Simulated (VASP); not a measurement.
# BeTe (F-43m) in VASP: a series of runs, part 2 of 2

VASP 6.6.1.

## (3) Band structure, HSE06

File POSCAR:

```
BeTe                                    
1.0
    0.0000000000      2.8061350131      2.8061350131
    2.8061350131      0.0000000000      2.8061350131
    2.8061350131      2.8061350131      0.0000000000
  Be              Te            
     1     1
Direct
     0.0000000000000000    0.0000000000000000    0.0000000000000000
     0.2500000000000000    0.2500000000000000    0.2500000000000000
```

File INCAR.step1:

```
SYSTEM = BeTe
PREC     = Accurate       ! precision mode
ENCUT    = 520            ! plane-wave cutoff, eV
EDIFF    = 1E-5           ! SCF threshold, eV
ISMEAR   = 0              ! smearing method
SIGMA    = 0.03           ! smearing width, eV
LREAL    = .FALSE.        ! projectors in reciprocal space
LASPH    = .TRUE.         ! aspherical terms in the spheres
NELM     = 80             ! most SCF steps
ALGO     = Normal         ! electronic algorithm
ISIF     = 2              ! what is computed and relaxed
LWAVE    = .TRUE.         ! write WAVECAR
LCHARG   = .FALSE.        ! write CHGCAR
KPAR     = 4            
GGA      = PE             ! functional
```

File INCAR.step2:

```
SYSTEM = BeTe
PREC     = Accurate       ! precision mode
ENCUT    = 520            ! plane-wave cutoff, eV
EDIFF    = 1E-7           ! SCF threshold, eV
ISMEAR   = 0              ! smearing method
SIGMA    = 0.03           ! smearing width, eV
LREAL    = .FALSE.        ! projectors in reciprocal space
LASPH    = .TRUE.         ! aspherical terms in the spheres
NELM     = 80             ! most SCF steps
ALGO     = Normal         ! electronic algorithm
ISIF     = 2              ! what is computed and relaxed
LWAVE    = .FALSE.        ! write WAVECAR
LCHARG   = .FALSE.        ! write CHGCAR
GGA      = PE             ! functional
LHFCALC  = .TRUE.         ! exact exchange
HFSCREEN = 0.2            ! screening, 1/A
PRECFOCK = Fast         
KPAR     = 4            
ISTART   = 1
```

File KPOINTS:

```
regular mesh
0
G
  6 6 6
  0 0 0
```

File KPOINTS_OPT:

```
explicit points
6
Reciprocal
 0.0000000000  0.0000000000  0.0000000000 1
 0.3750000000  0.3750000000  0.7500000000 1
 0.5000000000  0.5000000000  0.5000000000 1
 0.6250000000  0.2500000000  0.6250000000 1
 0.5000000000  0.2500000000  0.7500000000 1
 0.5000000000  0.0000000000  0.5000000000 1
```

Potentials or basis: VASP PAW PBE potentials, release 64 (Be, Te).

Command:

```console
$ cat potpaw_PBE.64/Be/POTCAR potpaw_PBE.64/Te/POTCAR > POTCAR
$ cp INCAR.step1 INCAR
$ mpirun -np 4 vasp_std > vasp.out
$ cp INCAR.step2 INCAR
$ mpirun -np 4 vasp_std > vasp.out
```

OUTCAR:

```text
SYSTEM = BeTe
   PREC = Accurate
   ENCUT = 520
   EDIFF = 1E-7
   ISMEAR = 0
   LREAL = .FALSE.
   LASPH = .TRUE.
   NELM = 80
   ISIF = 2
   GGA = PE
   LHFCALC = .TRUE.
   HFSCREEN = 0.2
   PRECFOCK = Fast
   ISTART = 1

 ion  position               nearest neighbor table
   1  0.000  0.000  0.000-   2 2.43   2 2.43   2 2.43   2 2.43
   2  0.250  0.250  0.250-   1 2.43   1 2.43   1 2.43   1 2.43

  LATTYP: Found a face centered cubic cell.
 ALAT       =     5.6122700262

[... 363 lines left out ...]

------------------------ aborting loop because EDIFF is reached ----------------------------------------

  FORCE on cell =-STRESS in cart. coord.  units (eV):
  Direction    XX          YY          ZZ          XY          YZ          ZX
  --------------------------------------------------------------------------------------
  -------------------------------------------------------------------------------------
  Total        0.1369668      0.1369668      0.1369668     -0.0000000      0.0000000      0.0000000
  in kB        4.9655835      4.9655835      4.9655835     -0.0000000      0.0000000      0.0000000
  external PRESSURE =       4.9655835 kB  Pullay stress =       0.0000000 kB

 VOLUME and BASIS-vectors are now :
 -----------------------------------------------------------------------------
  energy-cutoff  :      520.00
  volume of cell :       44.19
      direct lattice vectors                 reciprocal lattice vectors
     0.000000000  2.806135013  2.806135013    -0.178181020  0.178181020  0.178181020
     2.806135013  0.000000000  2.806135013     0.178181020 -0.178181020  0.178181020
     2.806135013  2.806135013  0.000000000     0.178181020  0.178181020 -0.178181020

 POSITION                                       TOTAL-FORCE (eV/Angst)
 -----------------------------------------------------------------------------------
      0.00000      0.00000      0.00000        -0.000000     -0.000000     -0.000000
      1.40307      1.40307      1.40307         0.000000      0.000000      0.000000
 -----------------------------------------------------------------------------------
    total drift:                                0.000000      0.000000      0.000000

  FREE ENERGIE OF THE ION-ELECTRON SYSTEM (eV)
  ---------------------------------------------------
  free  energy   TOTEN  =        -8.7719157872 eV

  energy  without entropy=       -8.7719157872  energy(sigma->0) =       -8.77191579
```

OUTCAR.step1:

```text
SYSTEM = BeTe
   PREC = Accurate
   ENCUT = 520
   EDIFF = 1E-5
   ISMEAR = 0
   LREAL = .FALSE.
   LASPH = .TRUE.
[... 388 lines left out ...]
      0.00000      0.00000      0.00000         0.000000     -0.000000     -0.000000
      1.40307      1.40307      1.40307        -0.000000      0.000000      0.000000
 -----------------------------------------------------------------------------------
    total drift:                                0.000000      0.000000      0.000000

  FREE ENERGIE OF THE ION-ELECTRON SYSTEM (eV)
  ---------------------------------------------------
  free  energy   TOTEN  =        -7.6112814978 eV

  energy  without entropy=       -7.6112814978  energy(sigma->0) =       -7.61128150
```

It took 3.6 min on 4 MPI ranks of Intel Xeon Platinum 8259CL at 2.50GHz (Skylake/Cascade Lake), shared host; peak memory 0.28 GiB.

What came out:

| Item | Value |
| --- | --- |
| Free energy | -8.7719 eV |
| Pressure | 0.5 GPa |
| Band gap on the k mesh | 2.63 eV, indirect (least direct gap 4.48 eV) |
| Band gap along the path | 2.63 eV, indirect (least direct gap 4.48 eV) |

Levels at points of the mesh, in eV from the valence-band top:
| k point | band 1 | band 2 | band 3 | band 4 | band 5 | band 6 | band 7 | band 8 |
| --- | --- | --- | --- | --- | --- | --- | --- | --- |
| (0.00, 0.00, 0.00) | -13.53 | 0.00 | 0.00 | 0.00 | 4.48 | 4.48 | 4.48 | 4.69 |
| (0.50, 0.00, 0.00) | -11.99 | -6.19 | -1.24 | -1.24 | 3.88 | 5.49 | 5.49 | 8.86 |
| (0.50, 0.50, 0.00) | -11.42 | -5.73 | -2.92 | -2.92 | 2.63 | 3.38 | 11.17 | 11.17 |

Caveat: the PAW data sets were made with another functional, which shifts forces and pressure a little; spin-orbit coupling is left out, which moves the levels of the heavy elements.

## (4) Band structure, PBE0

POSCAR is that of step 3.

INCAR.step1 is that of step 3.

Edit INCAR.step2 of step 3 so:

```diff
@@ -15,4 +15,5 @@
 LHFCALC  = .TRUE.         ! exact exchange
-HFSCREEN = 0.2            ! screening, 1/A
+AEXX     = 0.25           ! exact-exchange fraction
 PRECFOCK = Fast         
+HFRCUT   = -1           
 KPAR     = 4
```

KPOINTS is that of step 3.

KPOINTS_OPT is that of step 3.

Potentials or basis: VASP PAW PBE potentials, release 64 (Be, Te).

Command:

```console
$ cat potpaw_PBE.64/Be/POTCAR potpaw_PBE.64/Te/POTCAR > POTCAR
$ cp INCAR.step1 INCAR
$ mpirun -np 4 vasp_std > vasp.out
$ cp INCAR.step2 INCAR
$ mpirun -np 4 vasp_std > vasp.out
```

OUTCAR:

```text
SYSTEM = BeTe
   PREC = Accurate
   ENCUT = 520
   EDIFF = 1E-7
   ISMEAR = 0
   LREAL = .FALSE.
   LASPH = .TRUE.
   NELM = 80
   ISIF = 2
   GGA = PE
   LHFCALC = .TRUE.
   AEXX = 0.25
   PRECFOCK = Fast
   ISTART = 1

 ion  position               nearest neighbor table
   1  0.000  0.000  0.000-   2 2.43   2 2.43   2 2.43   2 2.43
   2  0.250  0.250  0.250-   1 2.43   1 2.43   1 2.43   1 2.43

  LATTYP: Found a face centered cubic cell.
 ALAT       =     5.6122700262

  Lattice vectors:

 A1 = (   0.0000000000,   2.8061350131,   2.8061350131)
 A2 = (   2.8061350131,   0.0000000000,   2.8061350131)
 A3 = (   2.8061350131,   2.8061350131,   0.0000000000)

Analysis of symmetry for initial positions (statically):
=====================================================================
 Subroutine PRICEL returns:
 Original cell was already a primitive cell.

 Routine SETGRP: Setting up the symmetry group for a
 face centered cubic supercell.

 Subroutine GETGRP returns: Found 24 space group operations
 (whereof 24 operations were pure point group operations)
 out of a pool of 48 trial point group operations.

The static configuration has the point symmetry T_d .

[... 165 lines left out ...]
 fundamental gap:      3.2668295676
 Fermi energy:         4.5791279861

 k-point     1 :       0.0000    0.0000    0.0000
  band No.  band energies     occupation
      1      -9.2139      2.00000
      2       4.4075      2.00000
      3       4.4075      2.00000
      4       4.4075      2.00000
      5       9.5441      0.00000
      6       9.5441      0.00000
      7       9.5441      0.00000
      8       9.7421      0.00000
[... 155 lines left out ...]
 k-point    16 :      -0.3333    0.5000    0.1667
  band No.  band energies     occupation
      1      -7.0567      2.00000
      2      -1.0286      2.00000
      3       0.6054      2.00000
      4       0.9621      2.00000
      5       9.5626      0.00000
      6      10.1996      0.00000
      7      13.5699      0.00000
      8      13.9101      0.00000

------------------------ aborting loop because EDIFF is reached ----------------------------------------

  FORCE on cell =-STRESS in cart. coord.  units (eV):
  Direction    XX          YY          ZZ          XY          YZ          ZX
  --------------------------------------------------------------------------------------
  -------------------------------------------------------------------------------------
  Total        0.1350011      0.1350011      0.1350011      0.0000000     -0.0000000      0.0000000
  in kB        4.8943182      4.8943182      4.8943182      0.0000000     -0.0000000      0.0000000
  external PRESSURE =       4.8943182 kB  Pullay stress =       0.0000000 kB

 VOLUME and BASIS-vectors are now :
 -----------------------------------------------------------------------------
  energy-cutoff  :      520.00
  volume of cell :       44.19
      direct lattice vectors                 reciprocal lattice vectors
     0.000000000  2.806135013  2.806135013    -0.178181020  0.178181020  0.178181020
     2.806135013  0.000000000  2.806135013     0.178181020 -0.178181020  0.178181020
     2.806135013  2.806135013  0.000000000     0.178181020  0.178181020 -0.178181020

 POSITION                                       TOTAL-FORCE (eV/Angst)
 -----------------------------------------------------------------------------------
      0.00000      0.00000      0.00000         0.000000      0.000000      0.000000
      1.40307      1.40307      1.40307        -0.000000     -0.000000     -0.000000
 -----------------------------------------------------------------------------------
    total drift:                                0.000000      0.000000      0.000000

  FREE ENERGIE OF THE ION-ELECTRON SYSTEM (eV)
  ---------------------------------------------------
  free  energy   TOTEN  =        -9.3290859487 eV

  energy  without entropy=       -9.3290859487  energy(sigma->0) =       -9.32908595
```

It took 3.1 min on 4 MPI ranks of Intel Xeon Platinum 8259CL at 2.50GHz (Skylake/Cascade Lake), shared host; peak memory 0.2 GiB.

What came out:

```yaml
Free_energy: -9.3291 eV
Pressure: 0.5 GPa
Band_gap_on_the_k_mesh: 3.27 eV, indirect (least direct gap 5.14 eV)
Band_gap_along_the_path: 3.27 eV, indirect (least direct gap 5.14 eV)
```

Levels at points of the mesh, in eV from the valence-band top:
```csv
k point,band 1,band 2,band 3,band 4,band 5,band 6,band 7,band 8
"(0.00, 0.00, 0.00)",-13.62,0.00,0.00,0.00,5.14,5.14,5.14,5.33
"(0.50, 0.00, 0.00)",-12.07,-6.28,-1.27,-1.27,4.53,6.16,6.16,9.53
"(0.50, 0.50, 0.00)",-11.49,-5.81,-2.97,-2.97,3.27,4.04,11.88,11.88
```

Caveat: the PAW data sets were made with another functional, which shifts forces and pressure a little; spin-orbit coupling is left out, which moves the levels of the heavy elements.

## (5) Overview

| level | screening parameter | exchange at q = 0 | gap on the mesh (eV) | pressure (GPa) |
| --- | --- | --- | --- | --- |
| PBE | - | - | 1.95 | 1.8 |
| HSE06 | 0.2 1/A | - | 2.63 | 0.5 |
| PBE0 | - | truncated | 3.27 | 0.5 |

Alike in all rows: task band structure; potentials or basis VASP PAW PBE potentials, release 64 (Be, Te); no spin polarisation; cell as given; k mesh 6 × 6 × 6; cutoff (eV) 520; smearing gaussian 0.03 eV.

On the cell as given the gap runs from 1.95 eV (PBE) to 3.27 eV (PBE0). The pressure there spans 0.5 GPa (PBE0) to 1.8 GPa (PBE); a positive pressure means that this level wants a larger cell, a negative one a smaller.

Caveats: spin-orbit coupling is left out, which moves the levels of the heavy elements; the PAW data sets were made with another functional, which shifts forces and pressure a little (some runs).

Absolute energies hang on the potentials; compare differences alone.
